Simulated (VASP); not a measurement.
Write the native input for VASP 6.6.1 that does the following.

```yaml
Task: single point
Functional: PBE
Potentials_or_basis: VASP PAW PBE potentials, release 64 (K_sv, Br)
Cutoff: 520 eV
k_mesh: 6 × 6 × 6
Occupations: fermi-dirac, width 0.02 eV
Spin: no spin polarisation
Dipole_correction: no
Further_INCAR_settings: ALGO = Normal; EDIFF = 1e-07; NBANDS = 15
```

The structure of KBr lies in POSCAR:

```
KBr
1.0
    0.0000000000      3.3022478183      3.3022478183
    3.3022478183      0.0000000000      3.3022478183
    3.3022478183      3.3022478183      0.0000000000
K Br
1 1
Direct
    0.0000000000      0.0000000000      0.0000000000
    0.5000000000      0.5000000000      0.5000000000
```

The cell was built by a generator and needn't be a form met in nature.

The input as run:

INCAR

```
SYSTEM = KBr
  PREC = Accurate
  ENCUT = 520
  EDIFF = 1E-7
  ISMEAR = -1
  SIGMA = 0.02
  LREAL = .False.
  LASPH = .True.
  NELM = 80
  ALGO = Normal
  ISIF = 2
  LWAVE = .False.
  LCHARG = .False.
  GGA = PE
  NBANDS = 15
```

KPOINTS

```
Automatic mesh
0
Gamma
  6 6 6
  0 0 0
```

Potentials or basis: VASP PAW PBE potentials, release 64 (K_sv, Br).

Launch:

```sh
$ cat potpaw_PBE.64/K_sv/POTCAR potpaw_PBE.64/Br/POTCAR > POTCAR
$ mpirun -np 1 vasp_std > vasp.out
```

Results of the run:

| Quantity | Value |
| --- | --- |
| Pressure | 0.7 GPa |
| Band gap on the k mesh | 4.43 eV, direct |

It took 16 s on 1 thread of Intel(R) Xeon(R) Platinum 8375C CPU @ 2.90GHz (Ice Lake) (shared host), peak memory 0.21 GiB.
